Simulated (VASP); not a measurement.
A run of VASP 6.6.1:

Contents of POSCAR:

```
SnO2
1.0
    4.7380000000      0.0000000000      0.0000000000
    0.0000000000      4.7380000000      0.0000000000
    0.0000000000      0.0000000000      3.1865000000
Sn O
2 4
Cartesian
    2.3690000000      2.3690000000      1.5932500000
    0.0000000000      0.0000000000      0.0000000000
    3.8240398000      0.9139602000      1.5932500000
    3.2829602000      3.2829602000      0.0000000000
    0.9139602000      3.8240398000      1.5932500000
    1.4550398000      1.4550398000      0.0000000000
```

The input INCAR.step1:

```
SYSTEM = SnO2
PREC = Accurate
ENCUT = 520
EDIFF = 1E-5
ISMEAR = 0
SIGMA = 0.1
LREAL = .FALSE.
LASPH = .TRUE.
NELM = 100
ALGO = Normal
ISIF = 2
LWAVE = .TRUE.
LCHARG = .FALSE.
MAGMOM = 0 0 0 0 0 0 0 0 0 0 0 0 0 0 0 0 0 0
LORBIT = 11
LSORBIT = .TRUE.
GGA_COMPAT = .FALSE.
NBANDS = 68
GGA = PE
```

INCAR.step2

```
SYSTEM = SnO2
PREC = Accurate
ENCUT = 520
EDIFF = 1E-6
ISMEAR = 0
SIGMA = 0.1
LREAL = .FALSE.
LASPH = .TRUE.
NELM = 100
ALGO = Normal
ISIF = 2
LWAVE = .FALSE.
LCHARG = .FALSE.
MAGMOM = 0 0 0 0 0 0 0 0 0 0 0 0 0 0 0 0 0 0
LORBIT = 11
LSORBIT = .TRUE.
GGA_COMPAT = .FALSE.
METAGGA = MBJ
NBANDS = 68
ISTART = 1
```

The input KPOINTS:

```
Automatic mesh
0
G
  5 5 6
  0 0 0
```

Potentials or basis: VASP PAW PBE potentials, release 64 (Sn_d, O).

Command:

```sh
$ cat potpaw_PBE.64/Sn_d/POTCAR potpaw_PBE.64/O/POTCAR > POTCAR
$ cp INCAR.step1 INCAR
$ mpirun -np 1 vasp_ncl > vasp.out
$ cp INCAR.step2 INCAR
$ mpirun -np 1 vasp_ncl > vasp.out
```

Hardware: 1 thread of Intel(R) Xeon(R) Platinum 8488C (Sapphire Rapids) (shared host).

Q: How long does it take, and how much memory?

A: Run time: 24 min on 1 thread of Intel(R) Xeon(R) Platinum 8488C (Sapphire Rapids) (shared host), peak memory 0.45 GiB. Counts: scf iterations 78, k points 24.
